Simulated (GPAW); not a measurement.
Wanted: an ASE script for a GPAW 26.7.0 run.

* Task: single point
* Functional: PBE
* Potentials or basis: GPAW PAW data sets (gpaw-data 1.2.1)
* Cutoff: 600 eV
* Basis: pw
* k mesh: 11 × 11 × 11
* Occupations: gaussian, width 0.02 eV
* Spin: no spin polarisation
* Maxiter: 150

Au:

```
Au
1.0
     0.00000    2.03500    2.03500
     2.03500    0.00000    2.03500
     2.03500    2.03500    0.00000
Au
1
Direct
  0.00000 0.00000 0.00000
```

These files were run (other wordings do the same):

run.py

```python
from ase import Atoms
from ase.dft.bandgap import bandgap
from ase.io import write
from ase.units import GPa
from gpaw import GPAW, PW

atoms = Atoms(['Au'],
              cell=[[0.0, 2.035, 2.035],
                    [2.035, 0.0, 2.035],
                    [2.035, 2.035, 0.0]],
              scaled_positions=[[0.0, 0.0, 0.0]],
              pbc=True)

calc = GPAW(mode=PW(600),
            xc='PBE',
            kpts={'size': (11, 11, 11), 'gamma': True},
            occupations={'name': 'methfessel-paxton', 'order': 0, 'width': 0.02},
            nbands=14,
            convergence={'density': 1e-05, 'energy': 1e-05},
            maxiter=150,
            txt='gpaw.txt')
atoms.calc = calc
energy = atoms.get_potential_energy()
forces = atoms.get_forces()
stress = atoms.get_stress()
calc.write('gs.gpw')
write('result.traj', atoms)
print(f'Energy: {energy:.6f} eV')
print('Forces (eV/A):')
print(forces.round(4))
print('Stress (GPa):', (stress / GPa).round(3))
print('Fermi level:', round(calc.get_fermi_level(), 4), 'eV')
print(f'Gap: {bandgap(calc)[0]:.4f} eV, direct: {bandgap(calc, direct=True)[0]:.4f} eV')
```

Potentials or basis: GPAW PAW data sets (gpaw-data 1.2.1), pw.

Run with:

```bash
$ OMP_NUM_THREADS=1 python run.py
```

It gave:

* Pressure: 13.4 GPa
* Band gap on the k mesh: none (metal or under the smearing width)

Caveat: with this Au data set, volumes or pressures lay over 1.5 % or 2 GPa off other programs in two to four cells of ten.

Wall time 11 s on 1 thread of Arm Neoverse V1 (shared host), peak memory 0.13 GiB.
